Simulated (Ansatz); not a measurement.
RuO$_{2}$ (rutile)

```xyz
6
Lattice="4.5234 0.0000 0.0000 0.0000 4.5234 0.0000 0.0000 0.0000 3.1190" Properties=species:S:1:pos:R:3 pbc="T T T"
Ru     2.2617     2.2617     1.5595
Ru     0.0000     0.0000     0.0000
O      3.6444     3.6444     1.5595
O      1.3827     3.1407     0.0000
O      3.1407     1.3827     0.0000
O      0.8790     0.8790     1.5595
```

The volume is varied about the relaxed value V₀ at fixed cell shape. The atoms relax within the cell's symmetry.

Method: PBE (plane waves to 420 eV, PAW, scalar-relativistic; Ansatz, a program for electronic structure). k mesh 10×10×15 (Γ-centred), Fermi-Dirac smearing 0.05 eV. Energies are smeared free energies. Compression counts positive. With the shape held, the modulus is that of even scaling; a crystal free to change shape is softer. RuO2 is run without spin polarisation and with no Hubbard U. RuO2 was relaxed with its symmetry unable to fall. The zero of ΔE is the relaxed starting cell. The last digit holds for this mesh only.

```
V (Å³/atom)  ΔE (meV/atom)
-----------  -------------
9.998                 35.0
10.105                23.8
10.211                14.9
10.317                 8.2
10.424                 3.6
10.530                 0.9
10.636                 0.0
10.743                 0.8
10.849                 3.3
10.955                 7.3
11.062            withheld
11.168                19.7
11.275                27.8
```

Fit a third-order Birch-Murnaghan form (E₀, V₀, B₀, B₀′ free) to the given rows and predict ΔE at V = 11.062.

Least squares on the 12 given rows: ΔE = E₀ + (9V₀B₀/16)·y²·[2 + (B₀′ − 4)y], y = (V₀/V)^(2/3) − 1, with V₀ = 10.636 Å³/atom, B₀ = 260.2 GPa (160.2 GPa = 1 eV/Å³; the term in eV is multiplied by 1000), B₀′ = 4.74, E₀ = -0.01 meV/atom; root-mean-square residual 0.04 meV/atom. At 11.062 the fit gives 12.8 meV/atom; the calculation gives 12.8 meV/atom, the same to the digits shown. For the pressure the fit gives -9.3 GPa against the computed -9.3 GPa.

(Under strain, the slope of the energy per volume gives the stress and its curvature an elastic modulus.)
